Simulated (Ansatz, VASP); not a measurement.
One calculation of RbBr, two programs

```
CELL_PARAMETERS angstrom
4.09838 0.00000 0.00000
0.00000 4.09838 0.00000
0.00000 0.00000 4.09838
ATOMIC_POSITIONS crystal
Rb 0.00000 0.00000 0.00000
Br 0.50000 0.50000 0.50000
```

Change from the starting cell: volume scaled by 0.98.

Alike in both runs: task single point; functional PBE; k mesh 7 × 7 × 7; occupations fermi-dirac, width 0.05 eV; no spin polarisation.

|  | VASP | Ansatz |
| --- | --- | --- |
| version | VASP 6.6.1 | Ansatz 0.2.0 |
| potentials or method | VASP PAW PBE potentials, release 64 (Rb_sv, Br) | Ansatz PAW |
| plane-wave cutoff (eV) | 520 | 420 |
| valence electrons in the cell | 16 | 16 |

|  | VASP | Ansatz | Ansatz less VASP |
| --- | --- | --- | --- |
| gap on the k mesh at the Fermi level (eV) | 4.18 | 4.18 | +0.002 |
| least direct gap on the mesh (eV) | 4.31 | 4.31 | +0.001 |
| pressure (GPa) | 1.2 | 1.2 | -0.04 |

Caveats: an odd mesh through Γ misses points on the zone boundary, where band edges often lie (VASP); odd divisions of the mesh miss points on the zone boundary, where band edges often lie, so the gap on the mesh can be too wide (Ansatz).
